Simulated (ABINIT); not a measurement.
Crystal: Sn.

```
CELL_PARAMETERS angstrom
-2.02919 2.02919 1.66076
2.02919 -2.02919 1.66076
2.02919 2.02919 -1.66076
ATOMIC_POSITIONS crystal
Sn 0.00000 0.00000 0.00000
```

This isn't the form of Sn at room conditions, which is tetragonal (white tin).

- Program: ABINIT 10.8.3 (patched build)
- Task: relaxation of cell and atoms
- Functional: r2SCAN
- Potentials or basis: JTH PAW PBE v2.0
- Cutoff: 707 eV
- k mesh: 8 × 8 × 8
- Occupations: fermi-dirac, width 0.05 eV
- Spin: no spin polarisation

At the start: pressure -0.4 GPa; volume 27.35 Å³/atom.

**Question.** How do energy, volume and symmetry change on relaxing?

**Answer.** Over 8 steps the energy falls by 4.1 meV/atom and the volume is 27.18 Å³/atom (-0.6 %); space group I4/mmm (No. 139, to 0.05 Å).

The path:
```
step  energy change (eV)  largest force (eV/Å)  pressure (GPa)  volume (Å³)
   1              0.0000                0.0000           -0.42        27.35
   2             -0.0006                0.0000           -0.35        27.32
   3              0.0048                0.0000            1.73        26.54
   4             -0.0040                0.0000            0.21        27.06
   5             -0.0040                0.0000            0.21        27.06
   6             -0.0040                0.0000            0.14        27.11
   7             -0.0041                0.0000            0.02        27.17
   8             -0.0041                0.0000            0.00        27.18
```

Final structure:
```xyz
1
Lattice="-2.0421 2.0421 1.6295 2.0421 -2.0421 1.6295 2.0421 2.0421 -1.6295" Properties=species:S:1:pos:R:3 pbc="T T T"
Sn    0.0000    0.0000    0.0000
```

Caveat: the PAW data sets were made with another functional, which shifts forces and pressure a little.
